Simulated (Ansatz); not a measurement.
**Compressing CaF2: a fit and a missing row**

CaF2, Fm-3m, a = 5.510 Å. Ansatz: PBE, PAW, 420 eV, Γ-centred 8×8×8 mesh on 3 atoms, Gaussian smearing 0.02 eV; no spin polarisation. Symmetry fixes shape and atoms, so the cell is only scaled; pressure is positive in compression.

| V (Å³/atom) | P (GPa) |
| --- | --- |
| 13.107 | 5.54 |
| 13.525 | ? |
| 13.944 | 0.02 |
| 14.362 | -2.13 |
| 14.780 | -3.95 |

**Question.** Take V0 = 13.944 Å³/atom, count pressures from its P0 = 0.02 GPa, fit the third-order Birch–Murnaghan form to the other rows, and predict the missing pressure.

**Answer.** With the Eulerian strain f = ½[(V0/V)^(2/3) − 1] and y = (P − P0)/[3f(1 + 2f)^(5/2)], the form is the line y = B0 + 1.5 B0 (B0′ − 4) f. Rows (f, y): 0.02107, 78.8; -0.00975, 77.2; -0.01904, 76.6. Means f = -0.002573, y = 77.533; Σ(Δf)² = 0.0008817, ΣΔfΔy = 0.04771; the slope is their ratio. y = 77.67 + 54.11 f GPa, so B0 = 77.7 GPa and B0′ = 4 + 2 × (54.11)/(3 × 77.67) = 4.46. At V = 13.525, f = 0.01027, y = 78.23 and P = 2.56 GPa. The run gave 2.55 GPa, so the fit is 0.01 GPa too high, a small miss on the scale of the series.